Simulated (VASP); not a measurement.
A run of VASP 6.6.1 is set up as follows.

INCAR

```
SYSTEM = In2O3
PREC = Accurate
ENCUT = 600
EDIFF = 1E-6
ISMEAR = 0
SIGMA = 0.03
LREAL = Auto
LASPH = .TRUE.
NELM = 80
ALGO = Normal
ISIF = 3
LWAVE = .FALSE.
LCHARG = .FALSE.
GGA = CA
IBRION = 2
NSW = 90
EDIFFG = -0.01
KPAR = 8
```

Contents of KPOINTS:

```
regular mesh
0
G
  4 4 4
  0 0 0
```

File POSCAR:

```
In2O3
1.0
   -5.0700000000      5.0700000000      5.0700000000
    5.0700000000     -5.0700000000      5.0700000000
    5.0700000000      5.0700000000     -5.0700000000
In O
16 24
Direct
    0.2500000000      0.2200000000      0.9700000000
    0.7500000000      0.2800000000      0.5300000000
    0.9700000000      0.2500000000      0.2200000000
    0.5300000000      0.7500000000      0.2800000000
    0.2200000000      0.9700000000      0.2500000000
    0.2800000000      0.5300000000      0.7500000000
    0.7500000000      0.7800000000      0.0300000000
    0.2500000000      0.7200000000      0.4700000000
    0.0300000000      0.7500000000      0.7800000000
    0.4700000000      0.2500000000      0.7200000000
    0.7800000000      0.0300000000      0.7500000000
    0.7200000000      0.4700000000      0.2500000000
    0.5000000000      0.5000000000      0.5000000000
    0.5000000000      0.0000000000      0.0000000000
    0.0000000000      0.5000000000      0.0000000000
    0.0000000000      0.0000000000      0.5000000000
    0.5250000000      0.7650000000      0.5300000000
    0.7350000000      0.9950000000      0.9700000000
    0.9750000000      0.5050000000      0.2400000000
    0.7650000000      0.7350000000      0.2600000000
    0.5300000000      0.5250000000      0.7650000000
    0.9700000000      0.7350000000      0.9950000000
    0.2400000000      0.9750000000      0.5050000000
    0.2600000000      0.7650000000      0.7350000000
    0.7650000000      0.5300000000      0.5250000000
    0.9950000000      0.9700000000      0.7350000000
    0.5050000000      0.2400000000      0.9750000000
    0.7350000000      0.2600000000      0.7650000000
    0.4750000000      0.2350000000      0.4700000000
    0.2650000000      0.0050000000      0.0300000000
    0.0250000000      0.4950000000      0.7600000000
    0.2350000000      0.2650000000      0.7400000000
    0.4700000000      0.4750000000      0.2350000000
    0.0300000000      0.2650000000      0.0050000000
    0.7600000000      0.0250000000      0.4950000000
    0.7400000000      0.2350000000      0.2650000000
    0.2350000000      0.4700000000      0.4750000000
    0.0050000000      0.0300000000      0.2650000000
    0.4950000000      0.7600000000      0.0250000000
    0.2650000000      0.7400000000      0.2350000000
```

Potentials or basis: VASP PAW LDA potentials, release 64 (In_d, O).

Run with:

```console
$ cat potpaw_LDA.64/In_d/POTCAR potpaw_LDA.64/O/POTCAR > POTCAR
$ mpirun -np 8 vasp_std > vasp.out
```

**Question.** Estimate the band gap on the k mesh.

**Answer.** 1.17 eV, direct.

**Question.** What does it give for the relaxed cell?

**Answer.** a = 8.723 Å, b = 8.723 Å, c = 8.723 Å, α = 109.47°, β = 109.47°, γ = 109.47°.

Forces in eV/Å, atoms in the order of the input:
```
In  -0.008  0.000  0.000
In   0.008  0.000  0.000
In   0.000 -0.008  0.000
In   0.000  0.008  0.000
In   0.000  0.000 -0.008
In   0.000  0.000  0.008
In   0.008  0.000  0.000
In  -0.008  0.000  0.000
In   0.000  0.008  0.000
In   0.000 -0.008  0.000
In   0.000  0.000  0.008
In   0.000  0.000 -0.008
In   0.000  0.000  0.000
In   0.000  0.000  0.000
In   0.000  0.000  0.000
In   0.000  0.000  0.000
O    0.001  0.002 -0.001
O   -0.001 -0.002 -0.001
O    0.001 -0.002  0.001
O   -0.001  0.002  0.001
O   -0.001  0.001  0.002
O   -0.001 -0.001 -0.002
O    0.001  0.001 -0.002
O    0.001 -0.001  0.002
O    0.002 -0.001  0.001
O   -0.002 -0.001 -0.001
O   -0.002  0.001  0.001
O    0.002  0.001 -0.001
O   -0.001 -0.002  0.001
O    0.001  0.002  0.001
O   -0.001  0.002 -0.001
O    0.001 -0.002 -0.001
O    0.001 -0.001 -0.002
O    0.001  0.001  0.002
O   -0.001 -0.001  0.002
O   -0.001  0.001 -0.002
O   -0.002  0.001 -0.001
O    0.002  0.001  0.001
O    0.002 -0.001 -0.001
O   -0.002 -0.001  0.001
```

Caveat: spin-orbit coupling is left out, which moves the levels of the heavy elements. LDA usually gives volumes a few per cent too small.
